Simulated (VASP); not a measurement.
C (diamond): gaps by functional in VASP

```
C
1.0
     0.00000    1.78012    1.78012
     1.78012    0.00000    1.78012
     1.78012    1.78012    0.00000
C
2
Cartesian
  0.0000 0.0000 0.0000
  0.8901 0.8901 0.8901
```

All runs share this cell. Band v is the last that the valence electrons fill when counted band by band, and c is the next. A negative gap between them is a band overlap, as in a metal.

```json
{"level": "PBE", "gap (eV)": "4.15", "least direct gap (eV)": "5.60", "pressure (GPa)": "4.9"}
{"level": "r²SCAN", "gap (eV)": "4.34", "least direct gap (eV)": "5.85", "pressure (GPa)": "1.1"}
{"level": "LDA", "gap (eV)": "4.12", "least direct gap (eV)": "5.56", "pressure (GPa)": "-9.3"}
{"level": "PBEsol", "gap (eV)": "4.02", "least direct gap (eV)": "5.55", "pressure (GPa)": "-1.3"}
```
